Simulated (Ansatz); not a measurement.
**AlNi: equation of state with LDA**

The system is AlNi.

```
Ni Al
1.0
     2.30068   -1.39468    0.00000
     2.30068    1.39468    0.00000
    -1.35645    0.00000    3.88084
Ni Al
1 1
Direct
  0.50000 0.50000 0.50000
  0.00000 0.00000 0.00000
```

The cell comes from a database or a generator and needn't be the stable form of this composition.

```yaml
Program: Ansatz 0.2.0
Task: equation of state
Functional: LDA
Potentials_or_basis: Ansatz PAW
Cutoff: 420 eV
Density_cutoff: 1680 eV
k_mesh: 11 × 11 × 7
Occupations: fermi-dirac, width 0.05 eV
Spin: collinear spin, ferromagnetic start
Starting_moments: "[1.0, 0.0] μB"
```

The equilibrium volume is 11.81 Å³/atom. The bulk modulus at fixed shape and positions is 170 GPa and the pressure derivative of the bulk modulus is 4.4.

Energy against volume, from the lowest point:
```csv
volume (Å³/atom),energy (meV/atom)
11.705,0.00
11.954,0.35
12.203,5.92
12.452,16.14
12.702,30.50
12.951,48.57
13.200,69.93
```

All runs of the series together: 55 s on 2 threads of Intel(R) Xeon(R) Processor @ 2.70GHz, on a shared host.

Caveat: the cell was scaled at fixed shape and fractional positions, which overstates the stiffness of a crystal with free parameters, most of all of layers and chains.
